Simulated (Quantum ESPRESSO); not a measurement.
**AlO: Wannier functions with PBEsol**

The system is AlO.

```
Al O
1.0
     2.76919    0.00000    0.00000
     0.00000    2.76919    0.00000
     0.00000    0.00000    2.76919
Al O
1 1
Direct
  0.50000 0.50000 0.50000
  0.00000 0.00000 0.00000
```

The cell was built by a generator and needn't be a form met in nature.

```json
{
  "Program": "Quantum ESPRESSO 7.5",
  "Task": "Wannier functions",
  "Functional": "PBEsol",
  "Potentials or basis": "GBRV 1.5 PBEsol",
  "Cutoff": "612 eV",
  "Density cutoff": "4898 eV",
  "k mesh": "8 × 8 × 8",
  "Occupations": "fermi-dirac, width 0.05 eV",
  "Spin": "no spin polarisation",
  "Mixing beta": "0.5",
  "Most SCF iterations": "120",
  "SCF threshold": "4e-10 Ry",
  "k mesh for the Wannier functions": "6 × 6 × 6"
}
```

```yaml
Pressure: -4.3 GPa
Band_gap_on_the_k_mesh: none (metal or under the smearing width)
Total_Wannier_spread: 13.04 Å² over 8 functions
RMS_miss_of_the_Wannier_bands: 0.034 eV
```

Levels at the corners of the path, in eV from the Fermi level:
| point | band 2 | band 3 | band 4 | band 5 | band 6 | band 7 | band 8 | band 9 |
| --- | --- | --- | --- | --- | --- | --- | --- | --- |
| Γ | -4.94 | -4.45 | -4.45 | -4.45 | 5.60 | 5.60 | 10.92 | 10.92 |
| X | -10.29 | -3.88 | -3.88 | 0.10 | 2.14 | 8.64 | 9.55 | 9.55 |
| M | -8.04 | -8.04 | -3.39 | -2.45 | 4.94 | 4.94 | 7.97 | 13.27 |
| Γ | -4.94 | -4.45 | -4.45 | -4.45 | 5.60 | 5.60 | 10.92 | 10.92 |
| R | -6.47 | -6.47 | -6.47 | 0.59 | 0.59 | 0.59 | 4.34 | 12.60 |
| X | -10.29 | -3.88 | -3.88 | 0.10 | 2.14 | 8.64 | 9.55 | 9.55 |
| M | -8.04 | -8.04 | -3.39 | -2.45 | 4.94 | 4.94 | 7.97 | 13.27 |
| R | -6.47 | -6.47 | -6.47 | 0.59 | 0.59 | 0.59 | 4.34 | 12.60 |

Wannier functions:
```
function  nearest atom  distance (Å)  spread (Å²)  on-site energy from the reference level (eV)
       1           2 O          0.34         0.51                                         -9.29
       2           2 O          0.34         0.52                                         -9.40
       3           2 O          0.26         0.60                                         -6.52
       4           2 O          0.25         0.62                                         -6.41
       5          1 Al          0.80         2.63                                          2.71
       6          1 Al          1.00         2.45                                          1.91
       7          1 Al          1.25         2.99                                          2.42
       8          1 Al          0.80         2.71                                          2.82
```

Parts of the spread (Å²): invariant 9.68, diagonal 0.403, off-diagonal 2.95, total 13.04. Against the direct bands the interpolation misses by 34 meV (root mean square) and 301 meV at most, for states up to 1 eV over the reference level.

Run time: 110 s on 1 thread of Intel(R) Xeon(R) Processor @ 2.50GHz (Skylake/Cascade Lake), on a shared host, peak memory 0.09 GiB.

Caveat: an odd number of electrons without spin polarisation forces a metal; a magnetic or distorted state may lie lower.
